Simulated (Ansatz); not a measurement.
# The polar optical mode of BaS, worked through

Theory: DFT PBEsol, scalar-relativistic, plane waves, PAW (Ansatz 0.2.0). Plane waves to 420 eV; Γ-centred k mesh 8×8×8; fixed occupations. No spin polarisation. Phonons by linear response, acoustic sum rule imposed.

Relaxed structure:
Space group Fm-3m (No. 225). a = 6.332 Å, b = 6.332 Å, c = 6.332 Å, α = 90.00°, β = 90.00°, γ = 90.00°
| atom | site | symmetry | x | y | z |
| --- | --- | --- | --- | --- | --- |
| Ba | 4a | m-3m | 0.0000 | 0.0000 | 0.0000 |
| S | 4b | m-3m | 0.5000 | 0.0000 | 0.0000 |

Spin–orbit coupling is left out, which matters for heavy elements.

Linear response gives ν_TO = 144.9 cm⁻¹, Born charges ±2.617 e (positive on Ba) and ε∞ = 4.990. The primitive cell holds 63.455 Å³, and the masses are 137.327 and 32.060 amu.

Question: Find ν_LO and the static dielectric constant.

Answer: The long-wave field adds a restoring force: ω_LO² − ω_TO² = Z*²e²/(ε_vac ε∞ μV). In these units ν_LO² − ν_TO² = 4.92064×10⁷ Z*²/(μ V ε∞) cm⁻², with μ = m₁m₂/(m₁ + m₂) = 25.992 amu: 40951 cm⁻². So ν_LO = √(144.9² + 40951) = 248.9 cm⁻¹, and the run gives 248.9. Lyddane–Sachs–Teller then gives ε0 = ε∞ (ν_LO/ν_TO)² = 14.72, against 14.72 in the run (it forms both from the same three quantities, so the match checks the arithmetic only). Between ν_TO and ν_LO the dielectric function is negative and an undamped crystal reflects fully: a reststrahlen band from 40.2 to 69.0 μm.

Question: What do the Clausius–Mossotti polarisability and the Szigeti charge come to?

Answer: With the Lorentz local field, α = (3V/4π)(ε∞ − 1)/(ε∞ + 2) = 8.65 Å³ for the pair, and e_S = 3Z*/(ε∞ + 2) = 1.12 e. The Born charge includes the electrons' response to the dipole's own local field, and e_S takes that enhancement out. The Lorentz field assumes point-like polarisable ions, a poor picture once ε∞ is this large, since the electron clouds then overlap or are shared, so both numbers are formal here.

Question: How strongly does a slow electron couple to the LO mode?

Answer: For one isotropic parabolic band, Fröhlich's constant is α_F = (1/ε∞ − 1/ε0) √(m* Ry/ħω_LO), with Ry = 13.606 eV, ħω_LO = 30.9 meV and m* in free-electron masses: α_F = 0.1325 × 21.00 × √m* = 2.78 √m*. The band mass isn't part of this run; for m* = 0.1, 0.3 and 1 it gives 0.88, 1.52, 2.78. In weak coupling the polaron lies α_F ħω_LO below the band edge (47 meV at m* = 0.3) with a mass m*(1 + α_F/6); past α_F of about 5 or 6 that expansion fails. A semilocal functional's ε∞ tends to be too large, which taken alone lowers α_F.

Cost: 1 run of about 1.4 core-minutes, on Arm Neoverse N1 (shared hosts).